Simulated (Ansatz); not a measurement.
The system is CuO (Tenorite).

```
CELL_PARAMETERS angstrom
2.34465 -1.71340 0.00000
2.34465 1.71340 0.00000
-0.86055 0.00000 5.05944
ATOMIC_POSITIONS crystal
Cu 0.49680 0.00320 0.50000
Cu 0.00320 0.49680 0.00000
O 0.40560 0.57140 0.75370
O 0.57140 0.40560 0.25370
```

Base run:

```yaml
Program: Ansatz 0.2.0
Functional: PBEsol
Potentials_or_basis: Ansatz PAW
Cutoff: 420 eV
Density_cutoff: 1680 eV
k_mesh: 10 × 10 × 5
Occupations: fermi-dirac, width 0.05 eV
Spin: no spin polarisation
Hubbard_terms: Cu d U = 4 eV
```

Its results: band gap on the k mesh none (metal or under the smearing width); pressure -0.8 GPa; largest force 0.777 eV/Å.

After a change of settings the same cell gave: band gap on the k mesh none (metal or under the smearing width); pressure 0.4 GPa; largest force 0.805 eV/Å. Which change was it?
A. hubbard terms from Cu d U = 4 eV to none; hubbard projectors from ortho-atomic (the default) to none
B. functional from PBEsol to r2SCAN; cutoff from 420 eV to 500 eV; density cutoff from 1680 eV to 2000 eV; hubbard terms from Cu d U = 4 eV to none; hubbard projectors from ortho-atomic (the default) to none
C. hubbard terms from Cu d U = 4 eV to Cu d U = 6 eV
D. hubbard terms from Cu d U = 4 eV to Cu d U = 3 eV

C.

Caveats: the run has no spin polarisation, though such a crystal can be magnetic; U without spin polarisation on a metal has little footing; the PAW data sets come from PBE, with cores solved anew for the run's functional, which leaves a small shift of forces and pressure.

Not every run made on this cell is shown here.
